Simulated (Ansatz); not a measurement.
rocksalt-structured CaO, explained

**What was measured.** From a printed reference work, textbook, for a bulk crystal of CaO: lattice constant a 4.8105 Å.

Level of theory: DFT, PBEsol, scalar-relativistic, no spin polarisation; plane waves to 420 eV with PAW datasets (Ansatz 0.2.0), 12×12×12 k-mesh, Gaussian smearing of 0.05 eV; PAW files: Ansatz's generated set soft_2.

The compound is reported in the structure type of the start.

The relaxed structure (symmetry read at 0.01 Å). It takes space group Fm-3m (No. 225, cubic). Conventional cell: a = 4.767 Å, b = 4.767 Å, c = 4.767 Å, α = 90.00°, β = 90.00°, γ = 90.00°. Ca (site symmetry m-3m) has 6 O at 2.38 Å as nearest neighbours. O (site symmetry m-3m) has 6 Ca at 2.38 Å as nearest neighbours. (Neighbours are counted to 15 % beyond the shortest distance.)

Results at this level of theory:

- Volume: 13.54 Å³/atom
- Band gap: 3.54 eV
- Smallest direct gap: 3.92 eV
- Formation energy from the elements (0 K, uncorrected): -3.04 eV/atom
- Bulk modulus (Birch–Murnaghan): 115 GPa
- Pressure derivative B0′: 4.3
- Shear modulus (Hill): 80 GPa
- Young's modulus: 195 GPa
- Poisson's ratio: 0.22
- Elastically stable: yes

Formal charges Ca²⁺, O²⁻ balance and leave closed shells on every ion, so a band insulator is expected, and the gap is 3.54 eV.

Shannon's ionic radii give a check on the bond lengths: Ca²⁺ with 6 neighbours 1.00 Å + O²⁻ 1.40 Å = 2.40 Å against a computed mean of 2.38 Å. Sums and bonds agree within 3 %, so ion sizes set the bond lengths.

Q: How stiff is it, in energy terms?

A: B0·V0 = 115.2 GPa × 13.54 Å³ = 9.74 eV/atom sets the scale: near the minimum ΔE ≈ ½ B0 V0 x², with x = V/V0 − 1, and a pressure of 1.2 GPa squeezes the volume by about 1 %. At the ends of the curve: x = −4.0 % predicts 7.8 meV/atom and the run gives 8.4; x = +4.0 % predicts 7.7 meV/atom and the run gives 7.2. The curve is steeper than the parabola on the compressed side and flatter on the expanded side: the bulk modulus rises with pressure.

Q: Which Debye temperature follows from the elastic moduli?

A: K = 116 GPa and G = 80 GPa (Hill). With a density of 3.439 g/cm³ (mean mass 28.0 u, 13.54 Å³/atom), K = 115.7 and G = 80.2 GPa from the unrounded constants, v_l = √((K + 4G/3)/ρ) = 8050 m/s and v_t = √(G/ρ) = 4830 m/s. The mean [(1/v_l³ + 2/v_t³)/3]^(−1/3) is 5340 m/s, and θ_D = (ħ/k_B)(6π²/V)^(1/3) v_m ≈ 670 K, with V the volume an atom.

**Against experiment.** Against the measured lattice constant a of CaO, 4.8105 Å (a printed reference work, textbook), the calculated 4.767 Å is off by -0.9 %. The calculation is for a static lattice, without zero-point motion or thermal expansion.

Kohn–Sham gaps of semilocal functionals lie under measured ones, often by a third or more.
